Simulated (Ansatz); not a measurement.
# Mg: energies, forces and stress near the listed structure

How do energy, forces, pressure and gap of Mg change under random distortions, further strains and shifts, swapped elements, other functionals? Each case is one self-consistent run.

Method: DFT PBE, scalar-relativistic, plane waves, PAW, unless a step's input says otherwise, in Ansatz 0.2.0.

## Step 1: The structure to begin with

It takes space group P6_3/mmc (No. 194, hexagonal). Conventional cell: a = 3.177 Å, b = 3.177 Å, c = 10.319 Å, α = 90.00°, β = 90.00°, γ = 120.00°. Around Mg (site symmetry -3m) lie 12 Mg at 3.17 to 3.18 Å. Around Mg (site symmetry -6m2) lie 12 Mg at 3.17 to 3.18 Å.

Structure file:

```cif
data_structure
_symmetry_space_group_name_H-M 'P 1'
_symmetry_Int_Tables_number 1
_cell_length_a 3.1768
_cell_length_b 3.1768
_cell_length_c 10.3189
_cell_angle_alpha 90.000
_cell_angle_beta 90.000
_cell_angle_gamma 120.000
_cell_volume 90.19
loop_
_atom_site_label
_atom_site_type_symbol
_atom_site_fract_x
_atom_site_fract_y
_atom_site_fract_z
_atom_site_occupancy
Mg1 Mg 0.00000 0.00000 0.00000 1
Mg2 Mg 0.33333 0.66667 0.25000 1
Mg3 Mg 0.00000 0.00000 0.50000 1
Mg4 Mg 0.66667 0.33333 0.75000 1
```

The structure comes from the Materials Project (structure only).

## Step 2: A random distortion, cell strained

Against the listed cell: strain xx, yy, zz, yz, xz, xy = +0.4, +1.9, +2.3, +0.9, +0.9, +2.0 %; atoms moved by 0.10 Å root mean square, at most 0.14 Å.

input.yaml

```yaml
crystal:
  lattice:
    - [3.1901688355, 0.0635365233, 0.0281149116]
    - [-1.5400601745, 2.7724872716, 0.0105108688]
    - [0.0913219288, 0.0921474377, 10.5610457014]
  atoms:
    - { symbol: Mg, position: [-0.0149928195, 0.0098465689, -0.0011483824] }
    - { symbol: Mg, position: [0.3425106377, 0.6919464361, 0.2458008936] }
    - { symbol: Mg, position: [0.0197842685, -0.0055393765, 0.511000244] }
    - { symbol: Mg, position: [0.6526979133, 0.3037463715, 0.7443472449] }
basis:
  ecutwfc: 420
kpoints:
  mp_grid: { grid: [14, 14, 4] }
hamiltonian:
  xc: pbe
scf:
  occupations: { method: gaussian, width: 0.1 }
output:
  forces: true
  stress: true
  eigenvalues: true
```

Run with:

```
$ ansatz run input.yaml --threads 1 --pin off --max-ram 1331MiB --backend cpu --events-out ev --progress --plain --runs-dir out
```

Output, shortened:

```text
Warning: RAYON_NUM_THREADS=1 ignored (pool sized by the plan → 1); use --threads N
[...]
Pseudopotentials: kind: paw
Pseudopotential: Mg, paw, valence charge 10, recommended cutoff 420 eV (normal), Mg.paw.azcp
Functional definition: PBE
[...]
Crystal: 4 atoms, lattice volume = 94.429 Å³
Basis set: ecut = 420 eV, 1861 PW (Γ), exchange–correlation on 48×48×144 points (8 copies of the dense FFT grid, shifted against one another)
Bands: 24, of which v1, the nominal top of the filled ones, is band 20 counted from 1 (19 counted from 0)
Symmetry: 1 space group operations
Space group: P1 (ITA 1), of the structure as read, at distance tolerance 4.6e-5 Å
k-points: 396 of 784 (time reversal used)
[...]
SCF iter   1: F=—  HF=-7695.131581 eV  |F-HF|=—  |Δ(HF+E_count)|=         —  Δρ=8.97e-4  dr2=1.30e-3  ethr=1.77e-3  ⟨swp⟩=5.7  Hψ=41428  notcnv=0
[...]
SCF iter   6: F=-7695.131296 eV  HF=-7695.131296 eV  |F-HF|=3.29e-8  |Δ(HF+E_count)|=   3.82e-7  Δρ=6.47e-6  dr2=2.43e-8  ethr=2.50e-10  ⟨swp⟩=4.7  Hψ=31525  notcnv=0
[...]
SCF converged after 6 iterations
Free energy (F): -7695.131296 eV
[...]
E sigma→0 (E₀):  -7695.127428 eV
Entropy (-TS):   -0.007737 eV (-1.934 meV/atom)
Fermi energy:    5.419645 eV
[...]
--- Forces (eV/Å), atoms counted from 1 ---
  atom   1  Mg     0.04789249    -0.00651373    -0.07731661
  atom   2  Mg     0.00931278    -0.04885273     0.18536986
  atom   3  Mg    -0.02831374    -0.00138848    -0.41619348
  atom   4  Mg    -0.02889094     0.05675511     0.30813430
[...]
--- Stress (GPa, compression-positive) ---
        0.003769      -1.075516      -0.318882
       -1.075516      -1.137720      -0.271145
       -0.318882      -0.271145      -0.650029
  P = ⅓ Tr σ = -0.5947 GPa (-5.947 kbar)
--- Band table (eV; the first three rows and the last of 396) ---
  k-point 0: bands = ["-70.6471", "-70.6159", "-70.6059", "-70.5842", "-37.4066", "-37.3904", "-37.3862", "-37.3719", "-37.3664", "-37.3590", "-37.3549", "-37.3488", "-37.3449", "-37.3352", "-37.3274", "-37.3233", "-1.4039", "-0.1905", "0.1130", "3.7441", "4.0700", "10.1393", "10.2361", "15.8703"]
[...]
```

Run time: 88 s. Hardware: 1 thread of an x86-64 CPU, shared host; peak memory 0.94 GiB.

Sizes of the forces (eV/Å): Mg1 0.09, Mg2 0.19, Mg3 0.42, Mg4 0.31.

## Step 3: Another functional, on a distorted cell: r2SCAN

The change: strain xx, yy, zz, yz, xz, xy = +1.3, +1.3, +1.3, +0.0, +0.0, +0.0 %.

input.yaml

```yaml
crystal:
  lattice:
    - [3.2189826488, 0.0, 0.0]
    - [-1.6094913244, 2.7877207482, 0.0]
    - [0.0, 0.0, 10.4557933089]
  atoms:
    - { symbol: Mg, position: [0.0, 0.0, 0.0] }
    - { symbol: Mg, position: [0.33333333, 0.66666667, 0.25] }
    - { symbol: Mg, position: [0.0, 0.0, 0.5] }
    - { symbol: Mg, position: [0.66666667, 0.33333333, 0.75] }
basis:
  ecutwfc: 500
kpoints:
  mp_grid: { grid: [15, 15, 4] }
hamiltonian:
  xc: r2scan
scf:
  occupations: { method: gaussian, width: 0.1 }
output:
  forces: true
  stress: true
  eigenvalues: true
  populations: true
```

Run with:

```
$ ansatz run input.yaml --threads 1 --pin off --max-ram 1331MiB --backend cpu --events-out ev --progress --plain --runs-dir out
```

Output, shortened:

```text
Warning: RAYON_NUM_THREADS=1 ignored (pool sized by the plan → 1); use --threads N
[...]
Pseudopotentials: kind: paw
Pseudopotential: Mg, paw, valence charge 10, recommended cutoff 500 eV (meta_gga), Mg.paw.azcp
Functional definition: r2SCAN
[...]
Crystal: 4 atoms, lattice volume = 93.826 Å³
Basis set: ecut = 500 eV, 2361 PW (Γ), exchange–correlation on 96×96×320 points (64 copies of the dense FFT grid, shifted against one another)
Bands: 24, of which v1, the nominal top of the filled ones, is band 20 counted from 1 (19 counted from 0)
Symmetry: 24 space group operations
Space group: P63/mmc (ITA 194), of the structure as read, at distance tolerance 4.5e-5 Å
k-points: 81 of 900
[...]
SCF iter   1: F=—  HF=-7705.564173 eV  |F-HF|=—  |Δ(HF+E_count)|=         —  Δρ=7.29e-3  dr2=1.66e-2  dr2_τ=1.12e-3  ethr=1.77e-3  ⟨swp⟩=5.5  Hψ=8150  notcnv=0
[...]
SCF iter   6: F=-7705.580883 eV  HF=-7705.580883 eV  |F-HF|=6.49e-9  |Δ(HF+E_count)|=   7.51e-7  Δρ=5.41e-6  dr2=2.02e-8  dr2_τ=5.09e-10  ethr=2.50e-10  ⟨swp⟩=5.6  Hψ=7585  notcnv=0
[...]
SCF converged after 6 iterations
Free energy (F): -7705.580883 eV
[...]
E sigma→0 (E₀):  -7705.576319 eV
Entropy (-TS):   -0.009129 eV (-2.282 meV/atom)
Fermi energy:    5.493730 eV
[...]
--- Forces (eV/Å), atoms counted from 1 ---
  atom   1  Mg     0.00000000     0.00000000    -0.00000000
  atom   2  Mg     0.00000000    -0.00000000     0.00000000
  atom   3  Mg     0.00000000     0.00000000    -0.00000000
  atom   4  Mg     0.00000000     0.00000000     0.00000000
[...]
--- Stress (GPa, compression-positive) ---
       -1.120026      -0.000000       0.000000
        0.000000      -1.120026       0.000000
        0.000000       0.000000      -1.717241
  P = ⅓ Tr σ = -1.3191 GPa (-13.191 kbar)
--- Band table (eV; the first three rows and the last of 81) ---
[... band rows left out ...]
[...]
--- Löwdin populations: 4 sites ---
  site symbol       q [e]
     0     Mg      9.4240
     1     Mg      9.4378
     2     Mg      9.4240
     3     Mg      9.4378
  spilling = 0.056913 (of n_electrons = 40.000000)
```

Wall time 36 s (1 thread of an x86-64 CPU, shared host); peak memory 0.64 GiB.

Site by site:

```csv
atom,Löwdin electrons
Mg1,9.42
Mg2,9.44
Mg3,9.42
Mg4,9.44
```

The Löwdin counts miss 2.28 of the 40 electrons, which the atomic orbitals do not span, so they are no charges.

## Step 4: A change within a subgroup

Against the listed cell: strain xx, yy, zz, yz, xz, xy = +3.8, +3.1, +5.0, +4.0, -2.3, +0.6 %; atoms moved by 0.15 Å root mean square, at most 0.16 Å.

input.yaml

```yaml
crystal:
  lattice:
    - [3.2980538521, 0.0195374809, -0.0733529162]
    - [-1.6321069712, 2.8268960721, 0.1467249446]
    - [-0.2382625238, 0.4127544804, 10.8363529398]
  atoms:
    - { symbol: Mg, position: [-0.0392746321, 0.004745201, -0.0085761496] }
    - { symbol: Mg, position: [0.3606827364, 0.6559588561, 0.2585761496] }
    - { symbol: Mg, position: [0.0392746321, 0.0440198331, 0.4914238504] }
    - { symbol: Mg, position: [0.6393172636, 0.2952761097, 0.7585761496] }
basis:
  ecutwfc: 420
kpoints:
  mp_grid: { grid: [14, 14, 4] }
hamiltonian:
  xc: pbe
scf:
  occupations: { method: gaussian, width: 0.1 }
output:
  forces: true
  stress: true
  eigenvalues: true
  populations: true
```

Run with:

```
$ ansatz run input.yaml --threads 1 --pin off --max-ram 1331MiB --backend cpu --events-out ev --progress --plain --runs-dir out
```

Output, shortened:

```text
Warning: 1 symmetry operations that the atoms keep within the bar at which the run's group was sought (crystal.symmetry.tolerance 1.0e-5, or twice it) were not taken beside the 1 unitary ones that the detection took (of a slab, those that keep its plane). If the more symmetric cell is [...]
Warning: RAYON_NUM_THREADS=1 ignored (pool sized by the plan → 1); use --threads N
[...]
Pseudopotentials: kind: paw
Pseudopotential: Mg, paw, valence charge 10, recommended cutoff 420 eV (normal), Mg.paw.azcp
Functional definition: PBE
[...]
Crystal: 4 atoms, lattice volume = 101.175 Å³
Basis set: ecut = 420 eV, 2007 PW (Γ), exchange–correlation on 48×48×150 points (8 copies of the dense FFT grid, shifted against one another)
Bands: 24, of which v1, the nominal top of the filled ones, is band 20 counted from 1 (19 counted from 0)
Symmetry: 1 space group operations
Space group: P1 (ITA 1), of the structure as read, at distance tolerance 4.7e-5 Å
k-points: 396 of 784 (time reversal used)
[...]
SCF iter   1: F=—  HF=-7694.976977 eV  |F-HF|=—  |Δ(HF+E_count)|=         —  Δρ=8.15e-4  dr2=1.10e-3  ethr=1.77e-3  ⟨swp⟩=5.8  Hψ=43921  notcnv=0
[...]
SCF iter   6: F=-7694.976763 eV  HF=-7694.976763 eV  |F-HF|=1.23e-9  |Δ(HF+E_count)|=   5.74e-8  Δρ=1.83e-6  dr2=5.26e-9  ethr=2.25e-10  ⟨swp⟩=2.2  Hψ=30695  notcnv=0
[...]
SCF converged after 6 iterations
Free energy (F): -7694.976763 eV
[...]
E sigma→0 (E₀):  -7694.972234 eV
Entropy (-TS):   -0.009057 eV (-2.264 meV/atom)
Fermi energy:    4.888483 eV
[...]
--- Forces (eV/Å), atoms counted from 1 ---
  atom   1  Mg     0.18092163    -0.08554389     0.41801852
  atom   2  Mg    -0.04068726     0.16651861    -0.41802103
  atom   3  Mg    -0.01637918    -0.19946444     0.41802659
  atom   4  Mg    -0.12385530     0.11848962    -0.41801914
[...]
--- Stress (GPa, compression-positive) ---
       -2.584116      -0.292000       0.657368
       -0.292000      -2.247050      -1.138738
        0.657368      -1.138738      -1.795501
  P = ⅓ Tr σ = -2.2089 GPa (-22.089 kbar)
--- Band table (eV; the first three rows and the last of 396) ---
[... band rows left out ...]
[...]
--- Löwdin populations: 4 sites ---
  site symbol       q [e]
     0     Mg      9.4762
     1     Mg      9.4833
     2     Mg      9.4762
     3     Mg      9.4833
  spilling = 0.052025 (of n_electrons = 40.000000)
```

It took 2.2 min on 1 thread of an x86-64 CPU, shared host; peak memory 0.97 GiB.

By site:

```csv
atom,Löwdin electrons
Mg1,9.48
Mg2,9.48
Mg3,9.48
Mg4,9.48
```

The Löwdin counts miss 2.08 of the 40 electrons, which the atomic orbitals do not span, so they are no charges.

## Step 5: A distortion that keeps the symmetry

What differs from the listed cell: strain xx, yy, zz, yz, xz, xy = +2.9, +2.9, -0.1, +0.0, +0.0, +0.0 %.

input.yaml

```yaml
crystal:
  lattice:
    - [3.2687952831, 0.0, 0.0]
    - [-1.6343976415, 2.8308597549, 0.0]
    - [0.0, 0.0, 10.3080272049]
  atoms:
    - { symbol: Mg, position: [0.0, 0.0, 0.0] }
    - { symbol: Mg, position: [0.33333333, 0.66666667, 0.25] }
    - { symbol: Mg, position: [0.0, 0.0, 0.5] }
    - { symbol: Mg, position: [0.66666667, 0.33333333, 0.75] }
basis:
  ecutwfc: 420
kpoints:
  mp_grid: { grid: [15, 15, 4] }
hamiltonian:
  xc: pbe
scf:
  occupations: { method: gaussian, width: 0.1 }
output:
  forces: true
  stress: true
  eigenvalues: true
```

Run with:

```
$ ansatz run input.yaml --threads 1 --pin off --max-ram 1331MiB --backend cpu --events-out ev --progress --plain --runs-dir out
```

Output, shortened:

```text
Warning: RAYON_NUM_THREADS=1 ignored (pool sized by the plan → 1); use --threads N
[...]
Pseudopotentials: kind: paw
Pseudopotential: Mg, paw, valence charge 10, recommended cutoff 420 eV (normal), Mg.paw.azcp
Functional definition: PBE
[...]
Crystal: 4 atoms, lattice volume = 95.385 Å³
Basis set: ecut = 420 eV, 1919 PW (Γ), exchange–correlation on 48×48×144 points (8 copies of the dense FFT grid, shifted against one another)
Bands: 24, of which v1, the nominal top of the filled ones, is band 20 counted from 1 (19 counted from 0)
Symmetry: 24 space group operations
Space group: P63/mmc (ITA 194), of the structure as read, at distance tolerance 4.6e-5 Å
k-points: 81 of 900
[...]
SCF iter   1: F=—  HF=-7695.174302 eV  |F-HF|=—  |Δ(HF+E_count)|=         —  Δρ=8.46e-4  dr2=8.63e-4  ethr=1.77e-3  ⟨swp⟩=5.7  Hψ=8705  notcnv=0
[...]
SCF iter   6: F=-7695.174115 eV  HF=-7695.174115 eV  |F-HF|=3.44e-9  |Δ(HF+E_count)|=   1.95e-7  Δρ=3.00e-6  dr2=7.49e-9  ethr=2.50e-10  ⟨swp⟩=4.7  Hψ=6510  notcnv=0
[...]
SCF converged after 6 iterations
Free energy (F): -7695.174115 eV
[...]
E sigma→0 (E₀):  -7695.168222 eV
Entropy (-TS):   -0.011786 eV (-2.947 meV/atom)
Fermi energy:    5.330220 eV
[...]
--- Forces (eV/Å), atoms counted from 1 ---
  atom   1  Mg     0.00000000    -0.00000000    -0.00000000
  atom   2  Mg     0.00000000    -0.00000000    -0.00000000
  atom   3  Mg     0.00000000     0.00000000     0.00000000
  atom   4  Mg    -0.00000000     0.00000000     0.00000000
[...]
--- Stress (GPa, compression-positive) ---
       -1.398072       0.000000       0.000000
        0.000000      -1.398072       0.000000
        0.000000       0.000000      -0.634000
  P = ⅓ Tr σ = -1.1434 GPa (-11.434 kbar)
--- Band table (eV; the first three rows and the last of 81) ---
[... band rows left out ...]
[...]
```

It took 12 s on 1 thread of an x86-64 CPU, shared host; peak memory 0.43 GiB.

## Step 6: A distortion of lower symmetry

What differs from the listed cell: strain xx, yy, zz, yz, xz, xy = -4.4, -4.4, -1.4, +0.0, +0.0, +0.0 %; atoms moved by 0.06 Å root mean square, at most 0.07 Å.

input.yaml

```yaml
crystal:
  lattice:
    - [3.0377129478, 0.0, 0.0]
    - [-1.5188564739, 2.6307365822, 0.0]
    - [0.0, 0.0, 10.1765649029]
  atoms:
    - { symbol: Mg, position: [0.0, 0.0, 0.0060340882] }
    - { symbol: Mg, position: [0.33333333, 0.66666667, 0.245624034] }
    - { symbol: Mg, position: [0.0, 0.0, 0.5054280972] }
    - { symbol: Mg, position: [0.66666667, 0.33333333, 0.7429137806] }
basis:
  ecutwfc: 420
kpoints:
  mp_grid: { grid: [15, 15, 4] }
hamiltonian:
  xc: pbe
scf:
  occupations: { method: gaussian, width: 0.1 }
output:
  forces: true
  stress: true
  eigenvalues: true
```

Run with:

```
$ ansatz run input.yaml --threads 1 --pin off --max-ram 1331MiB --backend cpu --events-out ev --progress --plain --runs-dir out
```

Output, shortened:

```text
Warning: RAYON_NUM_THREADS=1 ignored (pool sized by the plan → 1); use --threads N
[...]
Pseudopotentials: kind: paw
Pseudopotential: Mg, paw, valence charge 10, recommended cutoff 420 eV (normal), Mg.paw.azcp
Functional definition: PBE
[...]
Crystal: 4 atoms, lattice volume = 81.325 Å³
Basis set: ecut = 420 eV, 1583 PW (Γ), exchange–correlation on 48×48×144 points (8 copies of the dense FFT grid, shifted against one another)
Bands: 24, of which v1, the nominal top of the filled ones, is band 20 counted from 1 (19 counted from 0)
Symmetry: 6 space group operations
Space group: P3m1 (ITA 156), of the structure as read, at distance tolerance 4.3e-5 Å
k-points: 100 of 900 (time reversal used)
[...]
SCF iter   1: F=—  HF=-7694.949325 eV  |F-HF|=—  |Δ(HF+E_count)|=         —  Δρ=9.62e-4  dr2=1.00e-3  ethr=1.77e-3  ⟨swp⟩=5.5  Hψ=10191  notcnv=0
[...]
SCF iter   6: F=-7694.948798 eV  HF=-7694.948798 eV  |F-HF|=3.27e-9  |Δ(HF+E_count)|=   1.22e-8  Δρ=2.08e-6  dr2=6.19e-9  ethr=2.50e-10  ⟨swp⟩=4.5  Hψ=7773  notcnv=0
[...]
SCF converged after 6 iterations
Free energy (F): -7694.948798 eV
[...]
E sigma→0 (E₀):  -7694.944253 eV
Entropy (-TS):   -0.009090 eV (-2.272 meV/atom)
Fermi energy:    6.700896 eV
[...]
--- Forces (eV/Å), atoms counted from 1 ---
  atom   1  Mg     0.00000000    -0.00000000    -0.42277482
  atom   2  Mg    -0.00000000     0.00000000     0.37741495
  atom   3  Mg    -0.00000000     0.00000000    -0.42903236
  atom   4  Mg     0.00000000    -0.00000000     0.47438214
[...]
--- Stress (GPa, compression-positive) ---
        6.795960       0.000000       0.000000
       -0.000000       6.795960      -0.000000
        0.000000       0.000000       4.332987
  P = ⅓ Tr σ = 5.9750 GPa (59.750 kbar)
--- Band table (eV; the first three rows and the last of 100) ---
[... band rows left out ...]
[...]
```

It took 20 s on 1 thread of an x86-64 CPU, shared host; peak memory 0.46 GiB.

## Step 7: Substitution of an element, cell strained: Mg → Cd, first probe

The change: Cd takes all sites of Mg, and lengths are scaled by 1.013 as a first guess of the size; strain xx, yy, zz, yz, xz, xy = +0.2, +0.2, +0.2, +0.0, +0.0, +0.0 %.

input.yaml

```yaml
crystal:
  lattice:
    - [3.2239126775, 0.0, 0.0]
    - [-1.6119563387, 2.7919902783, 0.0]
    - [0.0, 0.0, 10.4718068654]
  atoms:
    - { symbol: Cd, position: [0.0, 0.0, 0.0] }
    - { symbol: Cd, position: [0.33333333, 0.66666667, 0.25] }
    - { symbol: Cd, position: [0.0, 0.0, 0.5] }
    - { symbol: Cd, position: [0.66666667, 0.33333333, 0.75] }
basis:
  ecutwfc: 420
kpoints:
  mp_grid: { grid: [6, 6, 2] }
hamiltonian:
  xc: pbe
scf:
  occupations: { method: gaussian, width: 0.1 }
output:
  forces: true
  stress: true
  eigenvalues: true
```

Run with:

```
$ ansatz run input.yaml --threads 1 --pin off --max-ram 1331MiB --backend cpu --events-out ev --progress --plain --runs-dir out
```

Output, shortened:

```text
[...]
SCF converged after 6 iterations
Free energy (F): -33017.580781 eV
[...]
E sigma→0 (E₀):  -33017.574817 eV
Entropy (-TS):   -0.011928 eV (-2.982 meV/atom)
Fermi energy:    13.056709 eV
[...]
--- Forces (eV/Å), atoms counted from 1 ---
  atom   1  Cd    -0.00000000     0.00000000    -0.00000000
  atom   2  Cd    -0.00000000     0.00000000     0.00000000
  atom   3  Cd     0.00000000    -0.00000000     0.00000000
  atom   4  Cd     0.00000000    -0.00000000     0.00000000
[...]
--- Stress (GPa, compression-positive) ---
       -1.580082      -0.000000       0.000000
       -0.000000      -1.580082       0.000000
        0.000000       0.000000       1.162559
  P = ⅓ Tr σ = -0.6659 GPa (-6.659 kbar)
--- Band table (eV; the first three rows and the last of 14) ---
[...]
```

Run time: 4.5 s. Hardware: 1 thread of an x86-64 CPU, shared host; peak memory 0.37 GiB.

## Step 8: Substitution of an element, cell strained: Mg → Cd

Edit input.yaml of step 7 so:

```diff
@@ -13,3 +13,3 @@
 kpoints:
-  mp_grid: { grid: [6, 6, 2] }
+  mp_grid: { grid: [15, 15, 4] }
 hamiltonian:
@@ -22 +22,2 @@
   eigenvalues: true
+  populations: true
```

Run with:

```
$ ansatz run input.yaml --threads 1 --pin off --max-ram 1331MiB --backend cpu --events-out ev --progress --plain --runs-dir out
```

Output, shortened:

```text
Warning: RAYON_NUM_THREADS=1 ignored (pool sized by the plan → 1); use --threads N
[...]
Pseudopotentials: kind: paw
Pseudopotential: Cd, paw, valence charge 20, recommended cutoff 420 eV (normal), Cd.paw.azcp
Functional definition: PBE
[...]
Crystal: 4 atoms, lattice volume = 94.258 Å³
Basis set: ecut = 420 eV, 1907 PW (Γ), exchange–correlation on 48×48×144 points (8 copies of the dense FFT grid, shifted against one another)
Bands: 48, of which v1, the nominal top of the filled ones, is band 40 counted from 1 (39 counted from 0)
Symmetry: 24 space group operations
Space group: P63/mmc (ITA 194), of the structure as read, at distance tolerance 4.6e-5 Å
k-points: 81 of 900
[...]
SCF iter   1: F=—  HF=-33017.744700 eV  |F-HF|=—  |Δ(HF+E_count)|=         —  Δρ=7.13e-4  dr2=1.08e-3  ethr=1.77e-3  ⟨swp⟩=6.3  Hψ=13343  notcnv=0  defer=33
[...]
SCF iter   6: F=-33017.745501 eV  HF=-33017.745501 eV  |F-HF|=8.66e-10  |Δ(HF+E_count)|=   1.14e-7  Δρ=4.99e-6  dr2=2.08e-8  ethr=1.25e-10  ⟨swp⟩=8.3  Hψ=16593  notcnv=0
[...]
SCF converged after 6 iterations
Free energy (F): -33017.745501 eV
[...]
E sigma→0 (E₀):  -33017.742009 eV
Entropy (-TS):   -0.006985 eV (-1.746 meV/atom)
Fermi energy:    13.114050 eV
[...]
--- Forces (eV/Å), atoms counted from 1 ---
  atom   1  Cd    -0.00000000     0.00000000    -0.00000000
  atom   2  Cd    -0.00000000    -0.00000000     0.00000000
  atom   3  Cd     0.00000000    -0.00000000     0.00000000
  atom   4  Cd     0.00000000     0.00000000     0.00000000
[...]
--- Stress (GPa, compression-positive) ---
       -1.119218      -0.000000       0.000000
       -0.000000      -1.119218       0.000000
        0.000000       0.000000      -1.529764
  P = ⅓ Tr σ = -1.2561 GPa (-12.561 kbar)
--- Band table (eV; the first three rows and the last of 81) ---
[...]
--- Löwdin populations: 4 sites ---
  site symbol       q [e]
     0     Cd     19.5379
     1     Cd     19.5404
     2     Cd     19.5379
     3     Cd     19.5404
  spilling = 0.023042 (of n_electrons = 80.000000)
```

It took 32 s on 1 thread of an x86-64 CPU, shared host; peak memory 0.51 GiB.

Site by site:

```csv
atom,Löwdin electrons
Cd1,19.54
Cd2,19.54
Cd3,19.54
Cd4,19.54
```

The Löwdin counts miss 1.84 of the 80 electrons, which the atomic orbitals do not span, so they are no charges.

## Step 9: All points side by side

| step | case | energy (meV/atom) | pressure (GPa) | largest force (eV/Å) | gap on the mesh (eV) |
| --- | --- | --- | --- | --- | --- |
| 2 | a random distortion, cell strained | +0.0 | -0.6 | 0.42 | 0.00 |
| 3 | another functional, on a distorted cell: r2SCAN | n/a | -1.3 | 0.00 | 0.00 |
| 4 | a change within a subgroup | +38.8 | -2.2 | 0.46 | 0.00 |
| 5 | a distortion that keeps the symmetry | -10.2* | -1.1 | 0.00 | 0.00 |
| 6 | a distortion of lower symmetry | +45.8* | 6.0 | 0.47 | 0.00 |
| 8 | substitution of an element, cell strained: Mg → Cd | n/a | -1.3 | 0.00 | 0.00 |

Energies are counted from step 2, with the smearing taken to zero; a star marks another k mesh, which can shift energies by itself, so starred rows don't rank against the others. Other atoms or functionals have another zero of energy (n/a). A gap of 0.00 means none on the mesh at this level.

**Reading.** Among the distorted cells of the listed formula and level the largest force, 0.47 eV/Å, acts on Mg4 in step 6. The pressure is 6.0 GPa in the smallest cell and -2.2 GPa in the largest; between them shape and moved atoms count too. The distorted cells of the listed formula and level show no gap on the mesh.
